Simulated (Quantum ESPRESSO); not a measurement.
## SnTe: zone-centre phonons under several settings

```
Te Sn
1.0
     0.00000    3.15085    3.15085
     3.15085    0.00000    3.15085
     3.15085    3.15085    0.00000
Te Sn
1 1
Cartesian
  3.1509 3.1509 3.1509
  0.0000 0.0000 0.0000
```

All runs used Quantum ESPRESSO 7.5; k mesh 7 × 7 × 7; no spin polarisation; cutoff 1088 eV; occupations smeared at first, fixed for the response.

```tsv
level	potentials	geometry	volume (Å³/atom)	pressure (GPa)	lowest optical mode without the field (cm⁻¹)	highest mode with the field (cm⁻¹)
LDA	PseudoDojo 0.4.1 SR LDA standard	relaxed cell	30.26	0.0	29	117
PBE	PseudoDojo 0.4.1 SR PBE standard	relaxed cell	32.90	0.0	33i	105
PBE	PseudoDojo 0.4.1 SR PBE standard	given cell, atoms relaxed	31.28	?	?	?
PBE+D3(BJ)	PseudoDojo 0.4.1 SR PBE standard	relaxed cell	31.37	0.0	31	116
```

Task: What stands in the row left open?

Result: Pressure 2.3 GPa; lowest optical mode without the field 33 cm⁻¹; highest mode with the field 117 cm⁻¹.

Values marked i are imaginary: the cell is unstable against those modes at that level, or the meshes are too thin.

Caveats: this smearing can shift energies of a crystal with a gap (some runs); some modes are imaginary (some runs).

For the row left open. Caveat: this smearing can shift energies of a crystal with a gap.
